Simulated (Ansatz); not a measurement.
# SnO$_{2}$ (I4_1/amd) under several functionals

Plane-wave DFT in Ansatz with scalar-relativistic PAW potentials. The same structure was relaxed (cell and atoms, symmetry kept) in separate runs at each level. This form isn't the usual stable structure of the compound. No spin polarisation.

| level | cutoff (eV) | k mesh | V (Å³/atom) | a (Å) | c (Å) | gap (eV) | B0 (GPa) |
| --- | --- | --- | --- | --- | --- | --- | --- |
| r2SCAN | 500 | 10×10×10 | 13.599 | 3.999 | 10.204 | 2.33 | 161 |
| PBEsol | 420 | 10×10×10 | 13.743 | 4.012 | 10.248 | 1.54 | 148 |
| PBE | 420 | 10×10×10 | 14.181 | 4.052 | 10.363 | 1.32 | 136 |

Task: Where does LDA (420 eV, k mesh 10×10×10) fall?

Result: V (Å³/atom) 13.386, a (Å) 3.972, c (Å) 10.180, gap (eV) 1.73. Its volume is the smallest of the set. The usual order of volumes, LDA < PBEsol < PBE, holds here (13.386, 13.743, 14.181 Å³/atom). As a rule LDA overbinds; PBEsol, built on the gradient expansion of slowly varying densities, lies between LDA and PBE; PBE's stronger gradient term for exchange weakens bonds. r2SCAN lies 4.1 % under PBE in volume. B0 goes from 161.3 to 136.3 GPa as the volume grows by 4.3 %; on one curve with B' = 3.8 the volume alone, B ∝ V^(−B'), would give 137.7 GPa, and the rest of the difference is the functional's own stiffness. Each gap belongs to its own cell, so it mixes the functional's effect with that of the volume; gaps are the least found on the k mesh or on a band path.